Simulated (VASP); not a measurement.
Write an ASE script for VASP 6.6.1 that does the following.

- Task: single point
- Functional: RPBE
- Potentials or basis: VASP PAW PBE potentials, release 54 (Zn, O)
- Cutoff: 520 eV
- k mesh: 9 × 9 × 4
- Occupations: gaussian, width 0.02 eV
- Spin: no spin polarisation
- Further INCAR settings: ALGO = Fast; EDIFF = 1.00e-06

Crystal: ZnO.

```xyz
4
Lattice="3.2880 0.0000 0.0000 -1.6440 2.8475 0.0000 0.0000 0.0000 7.1304" Properties=species:S:1:pos:R:3 pbc="T T T"
Zn    0.0000    0.0000    1.7826
Zn    0.0000    0.0000    5.3478
O     1.6440    0.9492    5.3478
O     0.0000    1.8983    1.7826
```

Measurements of this composition are mostly on another form, of space group No. 186.

The input as run:

run.py

```python
from ase.calculators.vasp import Vasp
from ase.dft.bandgap import bandgap
from ase.spacegroup import crystal

atoms = crystal(
    ['Zn', 'O'],
    basis=[[0.0, 0.0, 0.25], [0.6666666667, 0.3333333333, 0.75]],
    spacegroup=194,
    setting=1,
    cellpar=[3.28796716, 3.28796716, 7.13044135, 90.0, 90.0, 120.0],
    primitive_cell=True,
)
calc = Vasp(
    directory='calc',
    xc='rpbe',
    pp='PBE',
    setups='recommended',
    pp_version='54',
    prec='Accurate',
    encut=520,
    ediff=1e-06,
    ismear=0,
    sigma=0.02,
    lreal=False,
    lasph=True,
    nelm=60,
    algo='Fast',
    isif=2,
    lwave=False,
    lcharg=False,
    kpts=[9, 9, 4],
    gamma=True,
)
atoms.calc = calc

print('energy (eV):', atoms.get_potential_energy())
print('free energy (eV):', atoms.get_potential_energy(force_consistent=True))
print('forces (eV/A):')
print(atoms.get_forces())
print('stress (eV/A^3, Voigt):', atoms.get_stress())
print('Fermi level (eV):', calc.get_fermi_level())
gap, top, bottom = bandgap(calc)
print('band gap (eV):', gap, 'from (spin, k, band)', top, 'to', bottom)
```

Potentials or basis: VASP PAW PBE potentials, release 54 (Zn, O).

Command:

```console
$ python run.py
```

Results of the run:

```yaml
Pressure: 3.1 GPa
Band_gap_on_the_k_mesh: 0.94 eV, direct
```

Caveat: the PAW data sets were made with another functional, which shifts forces and pressure a little; an odd mesh through Γ misses points on the zone boundary, where band edges often lie.

Wall time 46 s on 1 thread of Intel(R) Xeon(R) Platinum 8488C (Sapphire Rapids), on a shared host, peak memory 0.19 GiB.
